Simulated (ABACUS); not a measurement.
The system is InAs.

```
In As
1.0
    -3.01800    0.00000    3.01800
     0.00000    3.01800    3.01800
    -3.01800    3.01800    0.00000
In As
1 1
Direct
  0.00000 0.00000 0.00000
  0.25000 0.25000 0.25000
```

Base run:

| Property | Result |
| --- | --- |
| Program | ABACUS 3.10.1 |
| Functional | rPW86PBE |
| Potentials or basis | Ansatz NC PBE |
| Cutoff | 1143 eV |
| Density cutoff | 4572 eV |
| Basis | plane waves |
| k mesh | 6 × 6 × 6 |
| Occupations | fermi-dirac, width 0.05 eV |
| Spin | no spin polarisation |

Its results: band gap on the k mesh none (metal or under the smearing width); pressure 6.8 GPa.

**Question.** The run is repeated on the same cell with these changes: functional from rPW86PBE to revPBE; potentials or basis from Ansatz NC PBE to PseudoDojo NC SR 0.5 PBE stringent; cutoff from 1143 eV to 1429 eV; density cutoff from 4572 eV to 5714 eV; valence electrons from 28 to 44. What comes out?

**Answer.** Band gap on the k mesh none (metal or under the smearing width); pressure 5.9 GPa.

Caveats: the potentials were made for another functional, which shifts forces and pressure; this crystal is a semiconductor, whose small gap the functional closes, so the metal is an error of the method.
